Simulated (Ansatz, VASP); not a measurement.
**Cross-check of SnO2 (SnO2 (P4_2/mnm)) between VASP and Ansatz**

Aim: how closely do two programs agree when they are given the same cell, functional and k mesh? The cell is taken from a series of runs on this material, whose earlier steps may have relaxed, scaled, displaced or heated it; both programs get it as it stands.

Calculated with Ansatz 0.2.0; plane waves, with VASP 6.6.1 beside it; single point at PBEsol.

## Step 1: The starting structure

It takes space group P4_2/mnm (No. 136, tetragonal). The conventional cell has a = 4.768 Å, b = 4.768 Å, c = 3.212 Å, α = 90.00°, β = 90.00°, γ = 90.00°. Nearest to Sn lie 6 O at 2.07 Å. Nearest to O lie 3 Sn at 2.07 Å. Farther neighbours and most contacts between anions are not listed.

## Step 2: Ansatz: single point, PBEsol

Ansatz runs on its PAW soft_1 files.

A single point gives forces, pressure and levels at one fixed geometry, so differences don't come from the geometry; what else differs is listed under the comparison.

input.yaml

```yaml
crystal:
  lattice:
    - [0.0, 4.76781182, 3.21190266]
    - [4.76781182, 0.0, 3.21190266]
    - [4.76781182, 4.76781182, 0.0]
  atoms:
    - { symbol: Sn, position: [0.25, 0.25, 0.25] }
    - { symbol: Sn, position: [0.75, 0.75, 0.75] }
    - { symbol: Sn, position: [0.0, 0.0, 0.0] }
    - { symbol: Sn, position: [0.5, 0.5, 0.5] }
    - { symbol: O, position: [0.056272, 0.443728, 0.75] }
    - { symbol: O, position: [0.556272, 0.943728, 0.25] }
    - { symbol: O, position: [0.443728, 0.056272, 0.75] }
    - { symbol: O, position: [0.943728, 0.556272, 0.25] }
    - { symbol: O, position: [0.0, 0.0, 0.306272] }
    - { symbol: O, position: [0.5, 0.5, 0.806272] }
    - { symbol: O, position: [0.0, 0.0, 0.693728] }
    - { symbol: O, position: [0.5, 0.5, 0.193728] }
basis:
  ecutwfc: 420.0
  ecutrho_ratio: 4
  xc_grid: 2
  fft_grid_basis: typed
  precision: f64
kpoints:
  mp_grid: { grid: [3, 3, 2], shift: [0.25, 0.25, 0.25] }
  band_path: { path: [VBM, CBM], npoints: 1 }
hamiltonian:
  xc: pbesol
  pseudopotentials:
    kind: paw
    xc_functional: pbe
    azcp: { folder: soft_1, O: "soft_1/O.paw.azcp", Sn: "soft_1/Sn.paw.azcp" }
scf:
  max_iter: 60
  self_checks: high
  occupations: { method: fixed }
output:
  forces: true
checkpoint:
  write: "../host.quarter.run"
  compress: false
  write_wavefunctions: true
  write_every: 100000
```

Run with:

```
$ ansatz run input.yaml --threads 32 --pin off --max-ram 84787MiB --backend cuda --events-out ev --progress --plain --runs-dir out --max-vram 78GiB
```

Numbers of over 12 decimals in the logs are rounded to 6 here.

The program printed:

```text
Warning: crystal.symmetry: narrowed to the stabiliser of the k-point mesh — unitary ops 32 → 8; excluded 24 operations that carry the 3×3×2 mesh (shift [0.25, 0.25, 0.25]) neither onto itself nor onto its reverse (the run samples exactly the mesh kpoints.mp_grid names, as under crystal.symmetry.detect: false, and its converged state has the mesh's symmetry, not the crystal's; ε∞, the Born charges and the force consta
Engine: ansatz 0.2.0, aarch64-unknown-linux-gnu
Pseudopotentials: kind: paw
Pseudopotential: Sn, paw, valence charge 14, recommended cutoff 420 eV (normal), soft_1/Sn.paw.azcp
Pseudopotential: O, paw, valence charge 6, recommended cutoff 420 eV (normal), soft_1/O.paw.azcp
Functional definition: PBEsol
  exchange = pbesol_x
  correlation = pbesol_c
device memory: the entry about to start is reckoned to put 11.0 GiB on a device that reports 172.7 GiB free (of which the cap on the GPU budget leaves the run 78.0 GiB)
GPU FFT provider: cuFFT
GPU libraries: cuBLAS 13.8.1, cuFFT 12.4.0, cuSOLVER 12.3.2
Crystal: 12 atoms, lattice volume = 146.026 Å³
Basis set: ecut = 420 eV, 2883 PW (Γ), exchange–correlation on 80×80×96 points (8 copies of the dense FFT grid, shifted against one another)
Bands: 64, of which v1, the nominal top of the filled ones, is band 52 counted from 1 (51 counted from 0)
Symmetry: 8 space group operations
k-points: 12 of 18
Non-local potential: Sn, projectors of the file, l = 0: 2, l = 1: 2, l = 2: 2, l = 3: 1
Non-local potential: O, projectors of the file, l = 0: 2, l = 1: 2, l = 2: 1
PAW form: soft (Blöchl's): semilocal exchange-correlation on the pseudo side does not see the compensation charge
PAW frozen core: Sn, regenerated for the run's functional, and the local potential with it (the file was generated under x = pbe(κ = 0.804, μ = 0.219515), c = pbe(β = 0.066725))
PAW frozen core: O, regenerated for the run's functional, and the local potential with it (the file was generated under x = pbe(κ = 0.804, μ = 0.219515), c = pbe(β = 0.066725))
PAW one-centre angular grid: Sn, 590 points (default); XC on 64 Gauss nodes
PAW one-centre angular grid: O, 110 points (default); XC on 64 Gauss nodes
Initial density: superposition of atomic densities (chi_scale 0.1, normalization cell, long waves kept (reshape's long-wave potential 0.00 eV rms))
Initial wavefunctions: pseudopotential atomic-orbital guess
GPU buffer pool allocated for 76800 grid points (all kernels)
GPU transforms: local potential and band sums: pruned to the plane-wave sphere, on 40×40×45
Functional: x = pbesol(κ = 0.804, μ = 0.123457), c = pbesol(β = 0.046)
SCF iter   1: F=—  HF=-28287.591457 eV  |Δ(HF+E_count)|=         —  Δρ=6.90e-2  dr2=5.10e0  Hψ=2788
preconditioner: auto → Resta (q_TF=auto, 2.578 Å⁻¹)  ε∞=3.5  [insulator: Δε(μ)=1.584 eV  Ē_g=19.835 eV  n_scr=42 (ndim 8)  ℏωp=31.3 eV  f_vac=0.000  ε∞_Penn≈3.5]
SCF iter   2: F=—  HF=-28286.597118 eV  |Δ(HF+E_count)|=   9.94e-1  Δρ=3.49e-2  dr2=9.13e-1  Hψ=1552
SCF iter   3: F=—  HF=-28286.475049 eV  |Δ(HF+E_count)|=   1.22e-1  Δρ=1.02e-2  dr2=1.41e-1  Hψ=1121
SCF iter   4: F=—  HF=-28286.462065 eV  |Δ(HF+E_count)|=   1.30e-2  Δρ=1.91e-3  dr2=4.04e-3  Hψ=955
SCF iter   5: F=—  HF=-28286.465311 eV  |Δ(HF+E_count)|=   3.25e-3  Δρ=6.59e-4  dr2=4.60e-4  Hψ=1016
SCF iter   6: F=—  HF=-28286.465734 eV  |Δ(HF+E_count)|=   4.23e-4  Δρ=9.12e-5  dr2=1.00e-5  Hψ=1074
SCF iter   7: F=—  HF=-28286.465743 eV  |Δ(HF+E_count)|=   8.58e-6  Δρ=1.43e-5  dr2=3.48e-7  Hψ=1140
SCF iter   8: F=-28286.465743 eV  HF=-28286.465743 eV  |Δ(HF+E_count)|=   2.86e-7  Δρ=8.11e-6  dr2=7.87e-8  Hψ=4318
SCF 1 converged in 8 iterations: F = -28286.465743 eV  dr2 = 7.87e-8
  greatest PAW one-centre occupation: 0.996 electrons in one spin orbital (limit 2), on the Sn atom at site 1 (counted from 0), in its partial waves of l = 2
device memory: the entry about to start is reckoned to put 14.4 GiB (of the 14.5 GiB reckoned in all, the device holds 0.2 GiB already) on a device that reports 172.5 GiB free (of which the cap on the GPU budget leaves the run 77.9 GiB)
NSCF: frozen V_eff on 12 k-points
the band table was solved once the SCF had ended and its energy, with any forces and stress, was formed, with the checks that follow a solve (3106 applications of the Hamiltonian). They found nothing against the state; the energy, forces and stress were not computed again (output.eigenvalues in the input reference)
concurrent solve slots: 23 of 32 are kept, ahead of what memory takes: no pass of the eigensolver takes more rounds on 23
device memory: the entry about to start is reckoned to put 10.8 GiB on a device that reports 172.7 GiB free (of which the cap on the GPU budget leaves the run 78.0 GiB)
NSCF: frozen V_eff on 68 k-points
concurrent solve slots: 23 of 32 are kept, ahead of what memory takes: no pass of the eigensolver takes more rounds on 23
device memory: the entry about to start is reckoned to put 10.8 GiB on a device that reports 172.7 GiB free (of which the cap on the GPU budget leaves the run 78.0 GiB)
NSCF: frozen V_eff on 68 k-points
concurrent solve slots: 18 of 32 are kept, ahead of what memory takes: no pass of the eigensolver takes more rounds on 18
device memory: the entry about to start is reckoned to put 8.4 GiB on a device that reports 172.7 GiB free (of which the cap on the GPU budget leaves the run 78.0 GiB)
NSCF: frozen V_eff on 35 k-points
device memory: the entry about to start is reckoned to put 6.8 GiB on a device that reports 172.7 GiB free (of which the cap on the GPU budget leaves the run 78.0 GiB)
NSCF: frozen V_eff on 6 k-points
device memory: the entry about to start is reckoned to put 6.8 GiB on a device that reports 172.7 GiB free (of which the cap on the GPU budget leaves the run 78.0 GiB)
NSCF: frozen V_eff on 6 k-points
device memory: the entry about to start is reckoned to put 6.8 GiB on a device that reports 172.7 GiB free (of which the cap on the GPU budget leaves the run 78.0 GiB)
NSCF: frozen V_eff on 6 k-points
device memory: the entry about to start is reckoned to put 6.8 GiB on a device that reports 172.7 GiB free (of which the cap on the GPU budget leaves the run 78.0 GiB)
NSCF: frozen V_eff on 6 k-points
device memory: the entry about to start is reckoned to put 6.8 GiB on a device that reports 172.7 GiB free (of which the cap on the GPU budget leaves the run 78.0 GiB)
NSCF: frozen V_eff on 6 k-points
device memory: the entry about to start is reckoned to put 2.3 GiB on a device that reports 172.7 GiB free (of which the cap on the GPU budget leaves the run 78.0 GiB)
NSCF: frozen V_eff on 2 k-points
SCF converged after 8 iterations
Free energy (F): -28286.465743 eV
Harris-Foulkes:  -28286.465743 eV  (|F-HF|=5.52e-8)
Internal energy: -28286.465743 eV  (E = F + TS)
E sigma→0 (E₀):  -28286.465743 eV
Fermi energy:    9.088908 eV
--- Per-component energies (eV) ---
  E_band       = -267.617613
  E_kinetic    = 2030.249014
  E_local      = -6396.903614  (includes V_loc(G=0)·N_el)
  E_nonlocal   = 1011.943016
  E_hartree    = 2898.411939
  E_xc         = -1060.214818
  E_vxc        = -1043.694905  (∫ρ·V_xc dr)
  E_paw        = -18458.661261  (= ΣΔE_a)
  E_vpaw       = -1666.043713  (= ΣTr[D̂ρ^β])
  E_aug_tail   = 0.007813  (compensation charges beyond the density's cutoff)
  E_ewald      = -8312.719495
  E_core_change = 1.421661  (= ΣΔE_core)
  E_smearing   = -0.000000  (= −TS)
  E_closure    = -0.000000  (closes the sum)
  Σ components = -28286.465743   (vs F -28286.465743, Δ=0.00e0)
--- Forces (eV/Å), atoms counted from 1 ---
  atom   1  Sn     0.00000000     0.00000000     0.00000000
  atom   2  Sn    -0.00000000     0.00000000     0.00000000
  atom   3  Sn    -0.00000000    -0.00000000    -0.00000000
  atom   4  Sn    -0.00000000    -0.00000000    -0.00000000
  atom   5  O     -0.00529615     0.00529615    -0.00000000
  atom   6  O     -0.00529615     0.00529615    -0.00000000
  [... 6 more lines of this table ...]
  max |Σ_I F_I| component: 3.47e-18 eV/Å
--- Band table (eV; the first three rows and the last of 12) ---
  k-point 0: bands = ["-11.8742", "-11.6747", "-11.6385", "-11.1919", "-11.1578", "-11.1395", "-10.8989", "-10.8800", "-10.8790", "-10.8102", "-10.7530", "-10.7520", "-10.7512", "-10.6885", "-10.6882"
  k-point 1: bands = ["-11.6259", "-11.5673", "-11.3934", "-11.3556", "-11.3521", "-11.2597", "-11.0603", "-10.9155", "-10.8072", "-10.7893", "-10.7881", "-10.7701", "-10.7244", "-10.7137", "-10.7042"
  k-point 2: bands = ["-11.6759", "-11.6279", "-11.5070", "-11.2865", "-11.2393", "-11.1422", "-11.0346", "-10.9936", "-10.8347", "-10.7984", "-10.7581", "-10.7446", "-10.7312", "-10.7206", "-10.7070"
  k-point 11: bands = ["-11.7819", "-11.7746", "-11.6150", "-11.2608", "-11.2035", "-10.9381", "-10.9352", "-10.9140", "-10.8813", "-10.8255", "-10.7545", "-10.7503", "-10.7389", "-10.6919", "-10.6863
```

Reading the cycles: dr2 is the Hartree energy of the density residual (eV), the measure of convergence; HF is the Harris–Foulkes estimate of the energy, which meets the free energy F at convergence.

(Continued in part 2 of 2.)

[Lines on the potential files, build, host, timing and source positions are cut from VASP's logs without a mark.]

[Logs are printed without paths, hosts, clocks, repeated set-up lines and the standing remarks that a program may print on its own settings, such as how far it seeks lower states.]

[Hosts, paths, dates, database ids (printed as entryN), source tags and the programs' standing remarks are cut or masked in the printed files.]
